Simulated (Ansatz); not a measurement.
## Calculated electric field gradients for Ba₄HfO₆

The cell is a computed structure from the Materials Project (it need not be an observed phase).

```cif
data_Ba4HfO6
_symmetry_space_group_name_H-M 'R-3c:H'
_symmetry_Int_Tables_number 167
_cell_length_a 10.5264
_cell_length_b 10.5264
_cell_length_c 13.0550
_cell_angle_alpha 90.000
_cell_angle_beta 90.000
_cell_angle_gamma 120.000
loop_
_atom_site_label
_atom_site_type_symbol
_atom_site_symmetry_multiplicity
_atom_site_Wyckoff_symbol
_atom_site_fract_x
_atom_site_fract_y
_atom_site_fract_z
Ba1 Ba 18 e 0.6977 0.6667 0.4167
Ba4 Ba 6 a 0.0000 0.0000 0.2500
Hf Hf 6 b 0.0000 0.0000 0.5000
O O 36 f 0.4862 0.6447 0.5714
```

One atom of each set is listed; the run and its k-mesh use a cell of 22 atoms with edges of 7.47, 7.47, 7.47 Å.

Method: Kohn–Sham DFT in Ansatz, r2SCAN, plane waves and PAW, scalar-relativistic, 500 eV cutoff, Γ-centred 3×3×3 k-points, Fermi–Dirac smearing 0.02 eV.

Conventions: |V_zz| ≥ |V_yy| ≥ |V_xx|, η = (V_xx − V_yy)/V_zz, C_Q = eQV_zz/h.

135Ba: I = 3/2, Q = 153.0 mb; Hf-179: I = 9/2, Q = 3793 mb; ¹⁷O: I = 5/2, Q = -25.58 mb. Q values from Pyykkö, Mol. Phys. 116, 1328 (2018).

Task: What field gradients does the calculation give at each kind of site?

Result: 

```
site  atoms                               first shell  V_xx, V_yy, V_zz (10²¹ V/m²)     η  C_Q (MHz)
 Ba1      6                        8 O at 2.84–2.97 Å            5.52, 8.64, -14.16  0.22      -52.4
 Ba4      2                             6 O at 2.66 Å           18.52, 18.52, -37.0  0.00       -137
  Hf      2                             6 O at 2.14 Å             0.29, 0.29, -0.59  0.00      -54.0
   O     12  1 Hf at 2.14 Å; also 5 Ba at 2.66–2.97 Å             0.27, 0.84, -1.11  0.51      0.687
```

An axis of threefold or higher order runs through Ba4 and Hf, so V_zz lies along it and η is zero.

Without spin–orbit coupling the gradients at and beside Hf can be off by some per cent, at some sites by more.

The run took 71 s of wall time (71 s of CPU time) and 1.8 GiB at its peak, on 1 thread of Arm Neoverse V2 (aarch64; 8 cores open to the job, memory cap 2.5 GiB, no GPU), a shared host with a load of 0.6 a core.
